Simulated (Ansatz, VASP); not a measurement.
Li in VASP and in Ansatz

The input INCAR:

```
SYSTEM = Li
ALGO     = Normal         ! electronic algorithm
EDIFF    = 1E-7           ! SCF threshold, eV
EDIFFG   = -0.002         ! ionic threshold
ENCUT    = 600            ! plane-wave cutoff, eV
GGA      = PE             ! functional
IBRION   = 2              ! ionic algorithm
ISIF     = 3              ! what is computed and relaxed
ISMEAR   = 0              ! smearing method
LASPH    = .TRUE.         ! aspherical terms in the spheres
LCHARG   = .FALSE.        ! write CHGCAR
LREAL    = .FALSE.        ! projectors in reciprocal space
LWAVE    = .FALSE.        ! write WAVECAR
NELM     = 100            ! most SCF steps
NSW      = 100            ! ionic steps
PREC     = Accurate       ! precision mode
SIGMA    = 0.1            ! smearing width, eV
```

KPOINTS

```
k-points
0
G
  18 18 18
  0 0 0
```

The input POSCAR:

```
Li
1.0
   -1.7196562300      1.7196562300      1.7196562300
    1.7196562300     -1.7196562300      1.7196562300
    1.7196562300      1.7196562300     -1.7196562300
Li
1
Direct
    0.0000000000      0.0000000000      0.0000000000
```

Input for Ansatz:

```yaml
crystal:
  lattice:
    - [-1.71965623, 1.71965623, 1.71965623]
    - [1.71965623, -1.71965623, 1.71965623]
    - [1.71965623, 1.71965623, -1.71965623]
  atoms:
    - { symbol: Li, position: [0.0, 0.0, 0.0] }
basis:
  ecutwfc: 420
kpoints:
  mp_grid: { grid: [18, 18, 18] }
hamiltonian:
  xc: pbe
scf:
  occupations: { method: gaussian, width: 0.1 }
output:
  forces: true
  stress: true
  eigenvalues: true
relax:
  adjacent_minimum: "off"
  f_tol: 0.002
  max_steps: 80
  cell: { stress_tol: 0.02 }
```

Alike in both runs: task relaxation of cell and atoms; functional PBE; k mesh 18 × 18 × 18; occupations gaussian, width 0.1 eV; no spin polarisation.

|  | VASP | Ansatz |
| --- | --- | --- |
| version | VASP 6.6.1 | Ansatz 0.2.0 |
| potentials or method | VASP PAW PBE potentials, release 64 (Li_sv) | scalar-relativistic, plane waves, PAW |
| plane-wave cutoff (eV) | 600 | 420 |
| valence electrons in the cell | 3 | 3 |

|  | VASP | Ansatz | Ansatz less VASP |
| --- | --- | --- | --- |
| gap on the k mesh at the Fermi level, each at its own relaxed structure (eV) | none | none | - |
| relaxed volume (Å³/atom) | 20.08 | 20.25 | +0.166 |
| relaxed cell length with the largest relative difference (Å) | 2.966 | 2.974 | +0.0082 |

A gap of «none» marks a metal or a gap that the smearing closes.

Caveats: the cutoff is under 1.25 times the usual one of these potentials, so pressure, stress and relaxed cells hold a basis-set (Pulay) error (VASP).
